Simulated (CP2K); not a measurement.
**Bi in CP2K: convergence with k mesh**

The system is Bi.

```
Bi
1.0
     4.72898    0.00000    0.00000
     2.55449    3.97968    0.00000
     2.55449    1.39577    3.72688
Bi
2
Direct
  0.76600 0.76600 0.76600
  0.23400 0.23400 0.23400
```

```yaml
Program: CP2K 2026.2
Task: single point
Functional: LDA
Potentials_or_basis: GTH_POTENTIALS Bi GTH-PADE-q5; DZVP-MOLOPT-PBE-GTH basis
Density_cutoff: 6123 eV
k_mesh: 2 × 2 × 2
Occupations: fermi-dirac, width 0.05 eV
Spin: no spin polarisation
```

These are the settings of the first run; the series varies k mesh, with any setting tied to it.

Hardware: 1 thread of Arm Neoverse V1 (shared host).

Task: The values tried are 2 × 2 × 2, 3 × 3 × 3, 4 × 4 × 4, 5 × 5 × 5, 6 × 6 × 6, 7 × 7 × 7, 9 × 9 × 9, loosest first. From which on does the pressure stay within 0.1 GPa of the tightest run that finished?

Result: From 6 × 6 × 6 on.

```tsv
k mesh	energy less the tightest run, at zero smearing (meV/atom)	pressure (GPa)	largest force (eV/Å)	gap on the mesh (eV)	SCF cycles	CPU time (s)	peak memory (GiB)
2 × 2 × 2	900.63	4.33	2.894	0.084	16	25	0.31
3 × 3 × 3	-75.43	-2.21	0.260	1.436	11	18	0.31
4 × 4 × 4	-23.74	-2.13	0.321	0.000	12	20	0.31
5 × 5 × 5	-17.72	-2.14	0.199	0.298	9	17	0.31
6 × 6 × 6	-8.09	-1.95	0.152	0.000	12	23	0.31
7 × 7 × 7	-7.33	-2.01	0.073	0.273	12	24	0.31
9 × 9 × 9	0.00	-1.92	0.057	0.092	12	31	0.31
```

Not settled before the last step: the energy (to 1 meV/atom), the largest force (to 0.005 eV/Å), the gap on the mesh (to 0.01 eV). Meshes of other sizes hit other points, so gaps and Fermi surfaces needn't settle smoothly. The tightest run that finished is the yardstick and may itself not be fully converged.

Caveat, for the tightest run too: spin-orbit coupling is left out, which as a rule narrows the gap of such compounds by several tenths of an eV; an odd mesh through Γ misses points on the zone boundary, where band edges often lie; the basis of atomic orbitals isn't converged, which shifts pressures, moduli and gaps.
